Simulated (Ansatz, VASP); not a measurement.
**One calculation of CaO, two programs**

POSCAR

```
CaO
1.0
    0.0000000000      2.3485040450      2.3485040450
    2.3485040450      0.0000000000      2.3485040450
    2.3485040450      2.3485040450      0.0000000000
Ca O
1 1
Direct
    0.0000000000      0.0000000000      0.0000000000
    0.5000000000      0.5000000000      0.5000000000
```

The input INCAR.step1:

```
SYSTEM = CaO
  PREC = Accurate
  ENCUT = 520
  ISMEAR = 0
  SIGMA = 0.02
  LREAL = .FALSE.
  LASPH = .TRUE.
  NELM = 100
  NBANDS = 15
  GGA = PE
  ALGO = Normal
  EDIFF = 1E-4
  LWAVE = .TRUE.
  LCHARG = .FALSE.
```

The input INCAR.step2:

```
SYSTEM = CaO
  PREC = Accurate
  ENCUT = 520
  EDIFF = 1E-7
  ISMEAR = 0
  SIGMA = 0.02
  LREAL = .FALSE.
  LASPH = .TRUE.
  NELM = 100
  ALGO = Normal
  ISIF = 2
  LWAVE = .FALSE.
  LCHARG = .FALSE.
  METAGGA = R2SCAN
  LMIXTAU = .TRUE.
  NBANDS = 15
  ISTART = 1
```

File KPOINTS:

```
regular mesh
0
G
  8 8 8
  0 0 0
```

Input for Ansatz:

```yaml
crystal:
  lattice:
    - [0.0, 2.3485040427, 2.3485040427]
    - [2.3485040427, 0.0, 2.3485040427]
    - [2.3485040427, 2.3485040427, 0.0]
  atoms:
    - { symbol: Ca, position: [0.0, 0.0, 0.0] }
    - { symbol: O, position: [0.5, 0.5, 0.5] }
basis:
  ecutwfc: 500
kpoints:
  mp_grid: { grid: [8, 8, 8] }
hamiltonian:
  xc: r2scan
scf:
  occupations: { method: gaussian, width: 0.02 }
output:
  forces: true
  stress: true
  eigenvalues: true
  write_density: true
  write_potential: true
  elf: true
  volumetric_format: npy
```

Alike in both runs: task single point; functional r2SCAN; k mesh 8 × 8 × 8; occupations gaussian, width 0.02 eV; no spin polarisation.

|  | VASP | Ansatz |
| --- | --- | --- |
| version | VASP 6.6.1 | Ansatz 0.2.0 |
| potentials or method | VASP PAW PBE potentials, release 64 (Ca_sv, O) | scalar-relativistic, plane waves, PAW |
| plane-wave cutoff (eV) | 520 | 500 |
| valence electrons in the cell | 16 | 16 |

Ansatz gave:

```
gap on the k mesh at the Fermi level (eV) : 4.17
least direct gap on the mesh (eV)         : 4.53
pressure (GPa)                            : 8.3
```

**Question.** What did VASP give for the same quantities?

**Answer.** gap on the k mesh at the Fermi level (eV): 4.16; least direct gap on the mesh (eV): 4.51; pressure (GPa): 9.7.

With one functional, cell and mesh, what is left measures potentials, basis and numerics.

Caveats: the PAW data sets were made with another functional, which shifts forces and pressure a little (VASP). r2SCAN opens gaps a little over a GGA but as a rule still falls short of measured ones. A k mesh can miss the band edges.
